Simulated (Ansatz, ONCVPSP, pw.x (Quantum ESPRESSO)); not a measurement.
## gallium (Ga): one change to the ONCV potential, in the atom and in the fcc crystal

```json
{
  "Element": "gallium",
  "Generator": "ONCVPSP 4.0.1.1 (patched build)",
  "Type": "optimised norm-conserving Vanderbilt (ONCV)",
  "Functional": "PBE",
  "Relativity": "scalar-relativistic",
  "Frozen core": "[Ar] 3d10",
  "Valence charge": "3",
  "Reference configuration": "4s2 4p1",
  "Partial waves": "4s: rc 2.00 bohr, ncon 4, nbas 7, qcut 3.3 1/bohr, 2 projectors, debl 1.1 Ha; 4p: rc 2.80 bohr, ncon 4, nbas 8, qcut 3.6 1/bohr, 3 projectors, debl 0.4 Ha; d scattering state at 0.19 Ha: rc 2.20 bohr, ncon 4, nbas 7, qcut 4.7 1/bohr, 1 projector",
  "Local potential": "polynomial inside 1.60 bohr (lpopt 1, dvloc0 0 Ha)",
  "Core correction": "Teter function, fcfact 5.75, rcfact 1.4"
}
```

Change: core correction Teter function, fcfact 5.75, rcfact 1.46.

Cutoffs, loose and tight: the cutoffs (Ha) at which the residual kinetic energy of the hardest occupied pseudo-wave falls to 1 and 0.1 mHa per electron. They do not see the model core or the augmentation charge, which bear on the density cutoff. Test errors are all-electron minus pseudo excitation energies from the reference, over the configurations 4s2 4p0; 4s1 4p0; 4s2 4p0.5; 4s1 4p2; variants that change the core or the reference have their own tests.

Crystal test: fcc Ga in pw.x 7.5, no spin, 13³ k-points, Fermi–Dirac smearing 0.01 Ry, cutoffs set for each file from its atomic test. The reference is all-electron LAPW (Ansatz 0.2.0) with the same functional, mesh and smearing; V0 and B0 come from Birch–Murnaghan fits to the pressures at five volumes. Errors are pseudo minus all-electron; Δ is the rms difference of the E(V) curves that follow from these fits, minima aligned, over ±6 % about the mean V0. Mesh and smearing are coarse, so the numbers serve the comparison and aren't converged zero-temperature values; the lattice is a test structure that the element need not adopt.

All-electron: a0 = 4.236 Å (V0 = 19.00 Å³/atom), B0 = 48.8 GPa.

**Question.** Does the change bring the crystal closer to the all-electron result?

**Answer.** The mean pressure error goes from -3.38 to -2.89 GPa, so the change moves the solid closer to the all-electron pressures. Neither pressure curve crosses zero within the volumes sampled, so no fits are given.

| quantity | base | changed |
| --- | --- | --- |
| outcome (atom) | generated | generated |
| cutoff, loose (atom) | 11 Ha | 11 Ha |
| cutoff, tight (atom) | 27 Ha | 27 Ha |
| bound ghosts (atom) | none | none |
| largest test error (meV) (atom) | -278 | -348 |
| cutoffs in pw.x (Ry) | 65/260 | 65/260 |
| mean pressure error (GPa) | -3.38 | -2.89 |

Base: This is a poor potential for the solid. Changed file: This is a poor potential for the solid.
